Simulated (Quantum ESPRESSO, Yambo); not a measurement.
# P (puckered monolayer): G0W0 on several meshes in Yambo, part 2 of 3

How does the mesh move the gap of P (puckered monolayer)?

Quantum ESPRESSO 7.5 and Yambo 5.3.0; PBE and many-body steps on it, plane waves. Known limits of the many-body steps: not at the basis limit.

So far. Step 4 (4×4×1): The gap on the mesh goes from 0.91 eV to 1.93 eV, a correction of +1.02 eV. Step 5 (Empty states on the mesh, 4×6×1 mesh, 67 bands): On this mesh the gap is 0.908 eV.

## (7) 4×6×1

This step: G0W0 on PBE, plane waves, norm-conserving pseudopotentials.

Input file gw15.in:

```
HF_and_locXC
gw0
dyson
ppa
em1d
rim_cut
rim_w
RandQpts= 3000000
RandGvec= 100 RL
CUTGeo= "slab z"
RandGvecW= 5 RL
EXXRLvcs= 36 Ry
VXCRLvcs= 144 Ry
Chimod= "HARTREE"
% BndsRnXp
 1 | 67 |
%
NGsBlkXp= 6 Ry
% LongDrXp
 1 | 1 | 0 |
%
% GbndRnge
 1 | 67 |
%
DysSolver= "n"
ExtendOut
PPAPntXp= 27.21138 eV
% QPkrange
 1 | 1 | 9 | 12 |
%
```

Started as:

```bash
OMP_NUM_THREADS=2 mpirun -n 4 yambo -F gw15.in -J gw15 -C gw15 > gw15.log
```

Log:

```text
 Yambo, version 5.3.0

 [02] CORE Variables Setup
 =========================

  [... cell, symmetries and grids as in the set-up ...]

  [02.05] Energies & Occupations
  ==============================

  [X] === General ===
  [X] Electronic Temperature                        :  0.000000  0.000000 [eV K]
  [X] Bosonic    Temperature                        :  0.000000  0.000000 [eV K]
  [X] Finite Temperature mode                       : no
  [X] El. density                                   :  0.93433E+23 [cm-3]
  [X] Fermi Level                                   : -0.738122 [eV]

  [X] === Gaps and Widths ===
  [X] Conduction Band Min                           :  0.907577 [eV]
  [X] Valence Band Max                              :  0.000000 [eV]
  [X] Filled Bands                                  :  10
  [X] Empty Bands                                   :   11   67
  [X] Direct Gap                                    :  0.907577 [eV]
  [X] Direct Gap localized at k                     :  1
  [X] Indirect Gap                                  :  0.907577 [eV]
  [X] Indirect Gap between kpts                     :  1  1
  [X] Last valence band width                       :  1.926594 [eV]
  [X] 1st conduction band width                     :  1.893679 [eV]

 [03] Transferred momenta grid and indexing
 ==========================================

 IBZ Q-points                                      :  12
 BZ  Q-points                                      :  24

 K/Q-points units:
 rlu = crystal or reduced units; cc = cartesian coordinates; iku = interal k-units

 Q [ 1]         [rlu]:  0.000000  0.000000  0.000000
 Q [ 2]         [rlu]:  0.000000  0.166667  0.000000
 Q [ 3]         [rlu]:  0.000000  0.333333  0.000000
[...]
[09.02] RIM-W integrals
  =======================

  8 x (sBL volume)        :  0.057239 [a.u.]
  sBZ random points       :  3000000
  Points outside the sBZ  :  24001885
  RL volume               :  0.171717 [a.u.]
  Integrated volume       :  0.171704 [a.u.]

  [09.03] RIM integrals
  =====================

  Comparison between head Wc = W - v averages: < Wc > [au] RIM-W/RIM

   < -Wc [Q = 1] > 0.424896E-1 0.636180E-4 * < -Wc [Q = 2] > 0.006930 0.006792
   < -Wc [Q = 3] > 0.001381 0.001360 * < -Wc [Q = 4] > 0.483541E-3 0.479336E-3
   < -Wc [Q = 5] > 0.006334 0.006157 * < -Wc [Q = 6] > 0.003084 0.002937
   < -Wc [Q = 7] > 0.987024E-3 0.964545E-3 * < -Wc [Q = 8] > 0.401933E-3 0.397519E-3
   < -Wc [Q = 9] > 0.001188 0.001164 * < -Wc [Q = 10] > 0.906754E-3 0.887825E-3
   < -Wc [Q = 11] > 0.491902E-3 0.482176E-3 * < -Wc [Q = 12] > 0.256899E-3 0.252990E-3

  Comparison between head Wc = W - v averages: < Wc > [au] RIM-W/RIM

   < -Wc [G = 1,G`=0] > 0.424896E-1 0.636180E-4 * < -Wc [G = 2,G`=0] >-0.001641 0.000000
   < -Wc [G = 3,G`=0] >-0.001641 0.000000 * < -Wc [G = 4,G`=0] > 0.128425E-4  0.00000
   < -Wc [G = 5,G`=0] > 0.128425E-4  0.00000

 [10] G0W0 (W PPA)
 =================

 [  GW  ] Bands range     :    1   67
 [GW/PPA] G damping       :  0.100000 [eV]

 QP @ state[ 1 ] K range:  1  1
 QP @ state[ 1 ] b range:   9  12

  Sc/G bands                                       :    1   67
  Sc/G damping                                     :  0.100000 ev
  Sc bands terminator                              : no
  Sx RL components                                 :   5277

  QP @ state[ 1 ] K range                          :  1  1
  QP @ state[ 1 ] b range                          :   9  12
  GF energies kind                                 : Perdew, Burke & Ernzerhof(X)+Perdew, Burke & Ernzerhof(C)
  GF WF`s kind                                     : Perdew, Burke & Ernzerhof(X)+Perdew, Burke & Ernzerhof(C)
  Xs energies kind                                 : Perdew, Burke & Ernzerhof(X)+Perdew, Burke & Ernzerhof(C)
  Xs WF`s kind                                     : Perdew, Burke & Ernzerhof(X)+Perdew, Burke & Ernzerhof(C)

 [14] Game Over & Game summary
```

Elapsed: 39 s, on 4 MPI ranks of Arm Neoverse V2, shared host; peak memory 1.8 GiB.

Numbers from this step:

| Quantity | Value |
| --- | --- |
| G0W0 gap on the points computed | 1.962 eV |
| starting gap on the mesh | 0.9076 eV |
| k of the valence top | 0, 0, 0 |
| k of the conduction bottom | 0, 0, 0 |
| least direct G0W0 gap on the computed points | 1.962 eV |
| Z at the valence top | 0.7219 |
| Z at the conduction bottom | 0.7304 |

Against G0W0 in Yambo (4×4×1 mesh, 67 bands, screening to 81.6 eV, Godby-Needs plasmon pole), the gap moves by +0.030 eV.

## (8) Empty states on the mesh, 8×10×1 mesh, 67 bands

This step: Quantum ESPRESSO 7.5; DFT, PBE, plane waves, norm-conserving pseudopotentials.

Input file pw.in:

```
&control
  calculation = 'nscf'
  prefix = 'x'
  outdir = 'o'
  pseudo_dir = 'pseudo'
/
&system
  ibrav = 0
  nat = 4
  ntyp = 1
  ecutwfc = 36.0
  nbnd = 67
  force_symmorphic = .true.
/
&electrons
  conv_thr = 1e-9
  electron_maxstep = 80
  diago_full_acc = .true.
  diago_thr_init = 5e-6
/
ATOMIC_SPECIES
  P 30.974 P.upf
CELL_PARAMETERS angstrom
  4.6271599610 0.0000000000 0.0000000000
  0.0000000000 3.3043513570 0.0000000000
  0.0000000000 0.0000000000 14.0000000000
ATOMIC_POSITIONS crystal
  P 0.0887696193 0.0000000000 0.5752654040
  P 0.4112303807 0.5000000000 0.5752654040
  P 0.5887696193 0.5000000000 0.4247346300
  P 0.9112303807 0.0000000000 0.4247346300
K_POINTS automatic
  8 10 1 0 0 0
```

Started as:

```bash
OMP_NUM_THREADS=1 mpirun -n 8 pw.x -nk 4 -in pw.in > pw.out
```

Log:

```text
[banner, memory and clock lines left out]
Program PWSCF v.7.5 starts

     Atomic positions and unit cell read from directory:
     o/x.save/

     Message from routine setup:
     using ibrav=0 with symmetry is DISCOURAGED, use correct ibrav instead

     bravais-lattice index     =            0
     lattice parameter (alat)  =       8.7441  a.u.
     unit-cell volume          =    1444.5260 (a.u.)^3
     number of atoms/cell      =            4
     number of atomic types    =            1
     number of electrons       =        20.00
[...]
22.5396  22.6205  23.2808

          k = 0.0000 0.1400 0.0000 (  5272 PWs)   bands (ev):

[...]
22.1545  22.3566  22.3604

          k = 0.0000 0.2801 0.0000 (  5258 PWs)   bands (ev):

[...]
17.3088  17.3922  17.4342  18.1284  18.3410  18.7424  18.8727  19.2024
    19.3063  19.3479  19.6403  20.1912  20.2527  20.7982  20.9895  21.0789
    21.2809  21.5413  22.4020

          k = 0.0000 0.4201 0.0000 (  5264 PWs)   bands (ev):

     [... further k-points ...]

     highest occupied, lowest unoccupied level (ev):    -0.7381    0.1695

     XML data file, pseudopotentials, collected wavefunctions
```

Run time: 14 s. Hardware: 8 MPI ranks; peak memory 0.49 GiB.

This step gave:

* gap: 0.9076 eV
* k of the valence top: 0, 0, 0
* k of the conduction bottom: 0, 0, 0
* least direct gap: 0.9076 eV
* k points computed: 30
* lowest point of the top converged band, above the valence top: 22.18 eV

On this mesh the gap is 0.908 eV.

## (9) Conversion and set-up

This step: Yambo 5.3.0; conversion and set-up on PBE, plane waves, norm-conserving pseudopotentials.

Started as:

```bash
(cd o/x.save; p2y > p2y.log; mv SAVE ../..); yambo > setup.log
```

Log:

```text
 Yambo, version 5.3.0

 [02] CORE Variables Setup
 =========================

  [02.01] Unit cells
  ==================

  Cell kind             :  Unknown
  Atoms in the cell     :  P
  number of P  atoms    :   4

  List of atomic masses
  Mass of P     :  30.97400

  List of atomic coordinates    : [cc]
  P1       :   0.77621   0.00000  15.21932  order 1
  P2       :   3.59583   3.12216  15.21932  order 2
  P3       :   5.14824   3.12216  11.23685  order 3
  P4       :   7.96786   0.00000  11.23685  order 4

  Alat factors          :   8.74407   6.24432  26.45617 [a.u.]
[...]
K/Q-points units:
 rlu = crystal or reduced units; cc = cartesian coordinates; iku = interal k-units

 Q [ 1]         [rlu]:  0.000000  0.000000  0.000000
 Q [ 2]         [rlu]:  0.000000  0.100000  0.000000
 Q [ 3]         [rlu]:  0.000000  0.200000  0.000000
[...]
Q [ 8]         [rlu]:  0.125000  0.100000  0.000000
 Q [ 9]         [rlu]:  0.125000  0.200000  0.000000
 Q [10]         [rlu]:  0.125000  0.300000  0.000000
     [... 18 further rows ...]
 Q [29]         [rlu]: -0.500000  0.400000  0.000000
 Q [30]         [rlu]: -0.500000 -0.500000  0.000000

  [03.01] X indexes
  =================

   [03.01.01] Sigma indexes
   ========================

 [06] Game Over & Game summary
```

The job ended after 2.1 s (1 MPI rank; peak memory 0.25 GiB).

## (10) 8×10×1

This step: G0W0 on PBE, plane waves, norm-conserving pseudopotentials.

gw16.in is the same as gw15.in of step 7.

Started as:

```bash
OMP_NUM_THREADS=2 mpirun -n 4 yambo -F gw16.in -J gw16 -C gw16 > gw16.log
```

Log:

```text
 Yambo, version 5.3.0

 [02] CORE Variables Setup
 =========================

  [... cell, symmetries and grids as in the set-up ...]

  [02.05] Energies & Occupations
  ==============================

  [X] === General ===
  [X] Electronic Temperature                        :  0.000000  0.000000 [eV K]
  [X] Bosonic    Temperature                        :  0.000000  0.000000 [eV K]
  [X] Finite Temperature mode                       : no
  [X] El. density                                   :  0.93433E+23 [cm-3]
[...]
Sc bands terminator                              : no
  Sx RL components                                 :   5277

  QP @ state[ 1 ] K range                          :  1  1
  QP @ state[ 1 ] b range                          :   9  12
  GF energies kind                                 : Perdew, Burke & Ernzerhof(X)+Perdew, Burke & Ernzerhof(C)
  GF WF`s kind                                     : Perdew, Burke & Ernzerhof(X)+Perdew, Burke & Ernzerhof(C)
  Xs energies kind                                 : Perdew, Burke & Ernzerhof(X)+Perdew, Burke & Ernzerhof(C)
  Xs WF`s kind                                     : Perdew, Burke & Ernzerhof(X)+Perdew, Burke & Ernzerhof(C)

 [14] Game Over & Game summary
```

Elapsed: 2.7 min, on 4 MPI ranks; peak memory 2.2 GiB; 17 min of CPU time.

Numbers from this step:

```
G0W0 gap on the points computed              : 1.941 eV
starting gap on the mesh                     : 0.9076 eV
k of the valence top                         : 0, 0, 0
k of the conduction bottom                   : 0, 0, 0
least direct G0W0 gap on the computed points : 1.941 eV
```

Against G0W0 in Yambo (4×4×1 mesh, 67 bands, screening to 81.6 eV, Godby-Needs plasmon pole), the gap moves by +0.009 eV.

## (11) Empty states on the mesh, 8×12×1 mesh, 67 bands

This step: Quantum ESPRESSO 7.5; DFT, PBE, plane waves, norm-conserving pseudopotentials.

pw.in, as its differences from that of step 8:

```diff
@@ -32,2 +32,2 @@
 K_POINTS automatic
-  8 10 1 0 0 0
+  8 12 1 0 0 0
```

Started as:

```bash
OMP_NUM_THREADS=1 mpirun -n 8 pw.x -nk 4 -in pw.in > pw.out
```

Log:

```text
[banner, memory and clock lines left out]
Program PWSCF v.7.5 starts

     Atomic positions and unit cell read from directory:
     o/x.save/

     Message from routine setup:
     using ibrav=0 with symmetry is DISCOURAGED, use correct ibrav instead

     bravais-lattice index     =            0
     lattice parameter (alat)  =       8.7441  a.u.
     unit-cell volume          =    1444.5260 (a.u.)^3
     number of atoms/cell      =            4
     number of atomic types    =            1
     number of electrons       =        20.00
[...]
22.5396  22.6205  23.2808

          k = 0.0000 0.1167 0.0000 (  5268 PWs)   bands (ev):

[...]
22.2012  22.3421  22.4562

          k = 0.0000 0.2334 0.0000 (  5280 PWs)   bands (ev):

[...]
17.1532  17.1978  17.3409  18.2681  18.3491  18.8536  18.8951  18.8952
    19.1427  19.8924  20.2509  20.5780  20.7462  21.0085  21.5015  21.6162
    21.6793  22.0882  22.3545

          k = 0.0000 0.3501 0.0000 (  5250 PWs)   bands (ev):

     [... further k-points ...]

     highest occupied, lowest unoccupied level (ev):    -0.7381    0.1695

     XML data file, pseudopotentials, collected wavefunctions
```

The job ended after 16 s (8 MPI ranks; peak memory 0.49 GiB; 2.1 min of CPU time).

Numbers from this step:

```
gap                                                           : 0.9076 eV
k of the valence top                                          : 0, 0, 0
k of the conduction bottom                                    : 0, 0, 0
least direct gap                                              : 0.9076 eV
k points computed                                             : 35
lowest point of the top converged band, above the valence top : 22.18 eV
```

On this mesh the gap is 0.908 eV.

## (12) Conversion and set-up

This step: Yambo 5.3.0; conversion and set-up on PBE, plane waves, norm-conserving pseudopotentials.

Started as:

```bash
(cd o/x.save; p2y > p2y.log; mv SAVE ../..); yambo > setup.log
```

Log:

```text
 Yambo, version 5.3.0

 [02] CORE Variables Setup
 =========================

  [02.01] Unit cells
  ==================

  Cell kind             :  Unknown
  Atoms in the cell     :  P
  number of P  atoms    :   4

  List of atomic masses
  Mass of P     :  30.97400

  List of atomic coordinates    : [cc]
  P1       :   0.77621   0.00000  15.21932  order 1
  P2       :   3.59583   3.12216  15.21932  order 2
  P3       :   5.14824   3.12216  11.23685  order 3
  P4       :   7.96786   0.00000  11.23685  order 4

  Alat factors          :   8.74407   6.24432  26.45617 [a.u.]
[...]
K/Q-points units:
 rlu = crystal or reduced units; cc = cartesian coordinates; iku = interal k-units

 Q [ 1]         [rlu]:  0.000000  0.000000  0.000000
 Q [ 2]         [rlu]:  0.000000  0.083333  0.000000
 Q [ 3]         [rlu]:  0.000000  0.166667  0.000000
[...]
Q [ 8]         [rlu]:  0.125000  0.000000  0.000000
 Q [ 9]         [rlu]:  0.125000  0.083333  0.000000
 Q [10]         [rlu]:  0.125000  0.166667  0.000000
     [... 23 further rows ...]
 Q [34]         [rlu]: -0.500000  0.416667  0.000000
 Q [35]         [rlu]: -0.500000 -0.500000  0.000000

  [03.01] X indexes
  =================

   [03.01.01] Sigma indexes
   ========================

 [06] Game Over & Game summary
```

Run time: 2.2 s. Hardware: 1 MPI rank; peak memory 0.26 GiB.

## (13) 8×12×1

This step: G0W0 on PBE, plane waves, norm-conserving pseudopotentials.

gw17.in is the same as gw16.in of step 10.

Started as:

```bash
OMP_NUM_THREADS=2 mpirun -n 4 yambo -F gw17.in -J gw17 -C gw17 > gw17.log
```

Log:

```text
 Yambo, version 5.3.0

 [02] CORE Variables Setup
 =========================

  [... cell, symmetries and grids as in the set-up ...]

  [02.05] Energies & Occupations
  ==============================

  [X] === General ===
  [X] Electronic Temperature                        :  0.000000  0.000000 [eV K]
  [X] Bosonic    Temperature                        :  0.000000  0.000000 [eV K]
  [X] Finite Temperature mode                       : no
  [X] El. density                                   :  0.93433E+23 [cm-3]
[...]
Sc bands terminator                              : no
  Sx RL components                                 :   5277

  QP @ state[ 1 ] K range                          :  1  1
  QP @ state[ 1 ] b range                          :   9  12
  GF energies kind                                 : Perdew, Burke & Ernzerhof(X)+Perdew, Burke & Ernzerhof(C)
  GF WF`s kind                                     : Perdew, Burke & Ernzerhof(X)+Perdew, Burke & Ernzerhof(C)
  Xs energies kind                                 : Perdew, Burke & Ernzerhof(X)+Perdew, Burke & Ernzerhof(C)
  Xs WF`s kind                                     : Perdew, Burke & Ernzerhof(X)+Perdew, Burke & Ernzerhof(C)

 [14] Game Over & Game summary
```

Elapsed: 3.6 min, on 4 MPI ranks; peak memory 2.4 GiB.

This step gave:

| Item | Value |
| --- | --- |
| G0W0 gap on the points computed | 1.940 eV |
| starting gap on the mesh | 0.9076 eV |
| k of the valence top | 0, 0, 0 |
| k of the conduction bottom | 0, 0, 0 |
| least direct G0W0 gap on the computed points | 1.940 eV |

Against G0W0 in Yambo (4×4×1 mesh, 67 bands, screening to 81.6 eV, Godby-Needs plasmon pole), the gap moves by +0.008 eV.

(Continued in part 3 of 3.)

[Paths, hosts, dates, memory and timing lines, banners, echoed tables and standing remarks are left out of the program output.]

[Logs are printed without paths, hosts, clocks, repeated set-up lines and the standing remarks that a program may print on its own settings, such as how far it seeks lower states.]

[Runs of the session that timed out or met a known fault of the program may be left out.]

[Hosts, paths, dates, database ids (printed as entryN), source tags and the programs' standing remarks are cut or masked in the printed files.]
